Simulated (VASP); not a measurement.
# Sm (I4/mmm) in VASP: notebook, part 2 of 2

VASP 6.6.1.

### Step 3. Single point, PBE, collinear spin, ferromagnetic start

Input file INCAR:

```
PREC = Accurate ; ENCUT = 460
EDIFF = 1E-6 ; ISMEAR = -1
SIGMA = 0.1 ; LREAL = F
LASPH = T ; NELM = 100
ALGO = Normal ; ISIF = 2
LWAVE = F ; LCHARG = F
ISPIN = 2 ; MAGMOM = 5
LORBIT = 11 ; LMAXMIX = 6
GGA = PE ; NBANDS = 18
ADDGRID = F
```

Input file KPOINTS:

```
regular mesh
0
Gamma
  11 11 11
```

Input file POSCAR:

```
Sm
1.0
   -1.8173030691      1.8173030691      2.5609871902
    1.8173030691     -1.8173030691      2.5609871902
    1.8173030691      1.8173030691     -2.5609871902
Sm
1
Direct
    0.0000000000      0.0000000000      0.0000000000
```

Potentials or basis: VASP PAW PBE potentials, release 64 (Sm).

On the command line:

```bash
$ cat potpaw_PBE.64/Sm/POTCAR > POTCAR
$ mpirun -np 1 vasp_std > vasp.out
```

OUTCAR:

```text
PREC = Accurate
   ENCUT = 460
   EDIFF = 1E-6
   ISMEAR = -1
   LREAL = F
   LASPH = T
   NELM = 100
   ISIF = 2
   ISPIN = 2
   LORBIT = 11
   GGA = PE

 Found    126 irreducible k-points:

 Following reciprocal coordinates:
            Coordinates               Weight
  0.000000  0.000000  0.000000      1.000000
  0.090909  0.000000  0.000000      8.000000
  0.181818  0.000000  0.000000      8.000000
  0.272727  0.000000  0.000000      8.000000
  0.363636  0.000000  0.000000      8.000000
  0.454545  0.000000  0.000000      8.000000
   k-points           NKPTS =    126   k-points in BZ     NKDIM =    126   number of bands    NBANDS=     18
   number of dos      NEDOS =    301   number of ions     NIONS =      1
   total plane-waves  NPLWV =  21952
   dimension x,y,z NGX =    28 NGY =   28 NGZ =   28
   dimension x,y,z NGXF=    56 NGYF=   56 NGZF=   56
   ions per type =               1
   NGX,Y,Z   is equivalent  to a cutoff of  12.83, 12.83, 12.83 a.u.
   NGXF,Y,Z  is equivalent  to a cutoff of  25.66, 25.66, 25.66 a.u.
 SYSTEM =  unknown system
   PREC   = accura    normal or accurate (medium, high low for compatibility)
   ISTART =      0    job   : 0-new  1-cont  2-samecut
   ICHARG =      2    charge: 1-file 2-atom 10-const
   ISPIN  =      2    spin polarized calculation?
   LNONCOLLINEAR =      F non collinear calculations
   LSORBIT =      F    spin-orbit coupling
   LASPH  =      T    aspherical Exc in radial PAW
   ENCUT  =  460.0 eV  33.81 Ry    5.81 a.u.   6.34  6.34  6.34*2*pi/ulx,y,z
   NELM   =    100;   NELMIN=  2; NELMDL= -5     # of ELM steps
   EDIFF  = 0.1E-05   stopping-criterion for ELM
   LREAL  =      F    real-space projection
   EDIFFG = 0.1E-04   stopping-criterion for IOM
   NSW    =      0    number of steps for IOM
   IBRION =     -1    ionic relax: 0-MD 1-quasi-New 2-CG
   NFREE  =      0    steps in history (QN), initial steepest desc. (CG)
   ISIF   =      2    stress and relaxation
   ISYM   =      2    0-nonsym 1-usesym 2-fastsym
   POTIM  = 0.5000    time-step for ionic-motion
   TEBEG  =    0.0;   TEEND  =   0.0 temperature during run
   PSTRESS=    0.0 pullay stress
   NELECT =      16.0000    total number of electrons
   NUPDOWN=      -1.0000    fix difference up-down
   EMIN   =  10.00;   EMAX   =-10.00  energy-range for DOS
   EFERMI =   0.00;   METHOD = LEGACY
   ISMEAR =    -1;   SIGMA  =   0.10  broadening in eV -4-tet -1-fermi 0-gaus
   EFERMI_NEDOS =   21; number of points for ismear=-14 and -15
   IALGO  =     38    algorithm
   IMIX   =      4    mixing-type and parameters
     AMIX     =   0.40;   BMIX     =  1.00
     AMIX_MAG =   1.60;   BMIX_MAG =  1.00
  volume/ion in A,a.u.               =      33.83       228.31
  Fermi-wavevector in a.u.,A,eV,Ry     =   1.275481  2.410310 22.134675  1.626853
  Thomas-Fermi vector in A             =   2.408191
   LORBIT       =     11    0 simple, 1 ext, 2 COOP (PROOUT), +10 PAW based schemes
   GGA     = PE    functional components
   LHFCALC =     F    Hartree Fock is set to
   AEXX    =    0.0000 exact exchange contribution
   IVDW    =     0    specifies the selected vdW correction
   LEPSILON=     F    determine dielectric tensor
   LRPA    =     F    only Hartree local field effects (RPA)
 spin polarized calculation
  energy-cutoff  :      460.00
  volume of cell :       33.83
 maximum number of plane-waves:       769
 NGX is ok and might be reduce to    28
   NGX = 13   NGY = 13   NGZ = 13

 number of electron      16.0000000 magnetization       6.5011865

 Free energy of the ion-electron system (eV)
  ---------------------------------------------------
  ext. energy  EPLUGINS =         0.00000000
  ---------------------------------------------------
  free energy    TOTEN  =        -9.40395130 eV

  energy without entropy =       -9.18604649  energy(sigma->0) =       -9.29499890

 E-fermi :   3.0833     XC(G=0):  -9.7813

 val. band max:        3.0820773726   @ k =  -0.3636   0.3636   0.2727
 cond. band min:       3.0845028618   @ k =   0.2727   0.2727   0.0909
 fundamental gap:      0.0024254892
 Fermi energy:         3.0832960096

 spin component 1

 k-point     1 :       0.0000    0.0000    0.0000
  band No.  band energies     occupation
      1     -36.9489      1.00000
      2     -16.0858      1.00000
      3     -16.0858      1.00000
      4     -16.0849      1.00000
      5      -1.4369      1.00000
      6       2.7025      0.97829
[... 10 lines left out ...]
     17       7.4095      0.00000
     18      12.1860      0.00000

 k-point     2 :       0.0909    0.0000    0.0000
  band No.  band energies     occupation
      1     -36.9409      1.00000
      2     -16.1715      1.00000
      3     -16.0963      1.00000
      4     -16.0952      1.00000
      5      -1.1992      1.00000
      6       2.6858      0.98157
[... 10 lines left out ...]
     17       7.2866      0.00000
     18      12.6596      0.00000

 k-point     3 :       0.1818    0.0000    0.0000
  band No.  band energies     occupation
      1     -36.9195      1.00000
      2     -16.3949      1.00000
      3     -16.1243      1.00000
      4     -16.1223      1.00000
      5      -0.5625      1.00000
      6       2.6535      0.98659
[... 10 lines left out ...]
     17       7.1688      0.00000
     18      12.9928      0.00000

 k-point     4 :       0.2727    0.0000    0.0000
  band No.  band energies     occupation
      1     -36.8912      1.00000
      2     -16.6725      1.00000
      3     -16.1605      1.00000
      4     -16.1571      1.00000
      5       0.2242      1.00000
      6       2.6783      0.98288
[... 10 lines left out ...]
     17       7.5584      0.00000
     18      12.1751      0.00000

 k-point     5 :       0.3636    0.0000    0.0000
  band No.  band energies     occupation
      1     -36.8649      1.00000
      2     -16.9149      1.00000
      3     -16.1934      1.00000
      4     -16.1889      1.00000
      5       0.7645      1.00000
      6       2.6319      0.98916
[... 10 lines left out ...]
     17       8.3948      0.00000
     18      11.6681      0.00000

 k-point     6 :       0.4545    0.0000    0.0000
  band No.  band energies     occupation
      1     -36.8493      1.00000
      2     -17.0540      1.00000
      3     -16.2128      1.00000
      4     -16.2076      1.00000
      5       0.9391      1.00000
      6       2.6092      0.99134
[... 10 lines left out ...]
     17       9.1339      0.00000
     18      11.7044      0.00000

 [... further k-points ...]

 spin component 2

 k-point     1 :       0.0000    0.0000    0.0000
  band No.  band energies     occupation
      1     -34.2673      1.00000
      2     -13.9958      1.00000
      3     -13.9958      1.00000
      4     -13.9953      1.00000
      5      -0.2175      1.00000
      6       6.0753      0.00000
[... 10 lines left out ...]
     17       8.6306      0.00000
     18      14.1244      0.00000

 k-point     2 :       0.0909    0.0000    0.0000
  band No.  band energies     occupation
      1     -34.2579      1.00000
      2     -14.0948      1.00000
      3     -14.0075      1.00000
      4     -14.0067      1.00000
      5       0.0298      1.00000
      6       5.5970      0.00000
[... 10 lines left out ...]
     17       8.5463      0.00000
     18      14.5427      0.00000

 k-point     3 :       0.1818    0.0000    0.0000
  band No.  band energies     occupation
      1     -34.2325      1.00000
      2     -14.3512      1.00000
      3     -14.0389      1.00000
      4     -14.0369      1.00000
      5       0.6883      1.00000
      6       5.1022      0.00000
[... 10 lines left out ...]
     17       8.5375      0.00000
     18      14.3121      0.00000

 k-point     4 :       0.2727    0.0000    0.0000
  band No.  band energies     occupation
      1     -34.1989      1.00000
      2     -14.6670      1.00000
      3     -14.0792      1.00000
      4     -14.0758      1.00000
      5       1.4973      1.00000
      6       4.8646      0.00000
[... 10 lines left out ...]
     17       8.9904      0.00000
     18      13.4935      0.00000

 k-point     5 :       0.3636    0.0000    0.0000
  band No.  band energies     occupation
      1     -34.1677      1.00000
      2     -14.9410      1.00000
      3     -14.1159      1.00000
      4     -14.1112      1.00000
      5       2.0559      0.99997
      6       5.0900      0.00000
[... 10 lines left out ...]
     17       9.7950      0.00000
     18      13.0631      0.00000

 k-point     6 :       0.4545    0.0000    0.0000
  band No.  band energies     occupation
      1     -34.1490      1.00000
      2     -15.0975      1.00000
      3     -14.1375      1.00000
      4     -14.1320      1.00000
      5       2.2387      0.99979
      6       5.4613      0.00000
[... 10 lines left out ...]
     17      10.4880      0.00000
     18      13.1746      0.00000

 [... further k-points ...]

------------------------ aborting loop because EDIFF is reached ----------------------------------------

  FORCE on cell =-STRESS in cart. coord.  units (eV):
  Direction    XX          YY          ZZ          XY          YZ          ZX
  --------------------------------------------------------------------------------------
  -------------------------------------------------------------------------------------
  Total        0.5506424      0.5506424      0.5534589      0.0000000      0.0000000      0.0000000
  in kB       26.0770296     26.0770296     26.2104103      0.0000000      0.0000000      0.0000000
  external PRESSURE =      26.1214898 kB  Pullay stress =       0.0000000 kB

 VOLUME and BASIS-vectors are now :
 -----------------------------------------------------------------------------
  energy-cutoff  :      460.00
  volume of cell :       33.83
      direct lattice vectors                 reciprocal lattice vectors
    -1.817303069  1.817303069  2.560987190     0.000000000  0.275132975  0.195237212
     1.817303069 -1.817303069  2.560987190     0.275132975  0.000000000  0.195237212
     1.817303069  1.817303069 -2.560987190     0.275132975  0.275132975  0.000000000

 POSITION                                       TOTAL-FORCE (eV/Angst)
 -----------------------------------------------------------------------------------
      0.00000      0.00000      0.00000         0.000000     -0.000000      0.000000
 -----------------------------------------------------------------------------------
    total drift:                                0.000000     -0.000000     -0.000000

  FREE ENERGIE OF THE ION-ELECTRON SYSTEM (eV)
  ---------------------------------------------------
  free  energy   TOTEN  =        -9.4039512978 eV

  energy  without entropy=       -9.1860464942  energy(sigma->0) =       -9.29499890

 total charge

# of ion       s       p       d       f       tot
--------------------------------------------------
    1        2.082   5.608   0.467   5.505  13.662

 magnetization (x)

# of ion       s       p       d       f       tot
--------------------------------------------------
    1       -0.003  -0.060   0.253   5.498   5.689
```

It took 2.7 min on 1 thread of Intel Xeon Platinum 8559C (Emerald Rapids), shared host; peak memory 0.26 GiB.

These settings aren't checked as converged: the numbers below hold their error.

What came out:

| Property | Result |
| --- | --- |
| Free energy | -9.4040 eV |
| Pressure | 2.6 GPa |
| Band gap on the k mesh | none (metal or under the smearing width) |
| Net moment | 6.50 μB per cell |
| Site moments | Sm +5.69 μB |
| Valence electrons inside the program's atomic spheres | Sm 13.66 |

Caveat: the magnetic or orbital state may not be the lowest; spin-orbit coupling is left out, which moves the levels of the heavy elements.

### Step 4. Single point, PBE, collinear spin, ferromagnetic start

INCAR is that of step 3.

KPOINTS is that of step 3.

Input file POSCAR:

```
Sm
1.0
   -1.8424340000      1.8281900000      2.5309280000
    1.8521830000     -1.8921630000      2.5832430000
    1.7732950000      1.8230240000     -2.5763240000
Sm
1
Direct
    0.0008670000     -0.0165060000      0.0081580000
```

On the command line:

```bash
$ cat potpaw_PBE.64/Sm/POTCAR > POTCAR
$ mpirun -np 1 vasp_std > vasp.out
```

It took 14 min on 1 thread of Intel Xeon Platinum 8559C (Emerald Rapids), shared host; peak memory 0.64 GiB.

These settings aren't checked as converged: the numbers below hold their error.

Results:

| Quantity | Value |
| --- | --- |
| Free energy | -9.4014 eV |
| Pressure | 2.7 GPa |
| Band gap on the k mesh | none (metal or under the smearing width) |
| Net moment | 6.50 μB per cell |
| Site moments | Sm +5.69 μB |
| Valence electrons inside the program's atomic spheres | Sm 13.66 |

Caveat: the magnetic or orbital state may not be the lowest; spin-orbit coupling is left out, which moves the levels of the heavy elements.

### Step 5. For comparison

An earlier run on the cell as given: functional PBE; potentials or basis VASP PAW PBE potentials, release 64 (Sm); cutoff 520 eV; k mesh 10 × 10 × 10; occupations fermi-dirac, width 0.05 eV; collinear spin, ferromagnetic start; starting moments [5.0] μB.

- Pressure: 2.8 GPa
- Band gap on the k mesh: none (metal or under the smearing width)
- Net moment: 6.56 μB per cell
- Site moments: Sm +5.71 μB
- Valence electrons inside the program's atomic spheres: Sm 13.66
